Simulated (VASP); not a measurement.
SrCl2: single point with PBE

Crystal: SrCl2.

```
CELL_PARAMETERS angstrom
0.00000 3.19363 4.15171
3.19363 0.00000 4.15171
3.19363 3.19363 0.00000
ATOMIC_POSITIONS crystal
Sr 0.00000 0.00000 0.00000
Cl 0.25000 0.25000 0.25000
Cl 0.75000 0.75000 0.75000
```

Measurements of this composition are mostly on another form, of space group No. 225.

```json
{
  "Program": "VASP 6.6.1",
  "Task": "single point",
  "Functional": "PBE",
  "Potentials or basis": "VASP PAW PBE potentials, release 64 (Sr_sv, Cl)",
  "Cutoff": "520 eV",
  "k mesh": "6 × 6 × 6",
  "Occupations": "gaussian, width 0.05 eV",
  "Spin": "no spin polarisation"
}
```

The pressure is 1.5 GPa and the band gap on the k mesh is 3.06 eV, indirect (least direct gap 3.43 eV).

Stress tensor (GPa, compression positive):
```
 6.54  0.00  0.00
 0.00  6.54  0.00
 0.00  0.00 -8.46
```

Levels at points of the mesh, in eV from the valence-band top:
```csv
k point,band 10,band 11,band 12,band 13,band 14,band 15
"(0.00, 0.00, 0.00)",-2.20,-0.37,-0.37,3.06,5.67,5.91
"(0.50, 0.00, 0.00)",-2.06,-1.82,-1.70,5.06,5.46,6.36
"(0.50, 0.50, 0.00)",-1.42,-0.52,-0.52,4.29,4.73,6.05
"(0.50, 0.00, 0.50)",-2.19,-0.14,0.00,4.01,6.44,6.98
```

Wall time 69 s on 1 thread of Intel(R) Xeon(R) Platinum 8375C CPU @ 2.90GHz (Ice Lake) (shared host), peak memory 0.24 GiB.

A k mesh can miss the band edges.
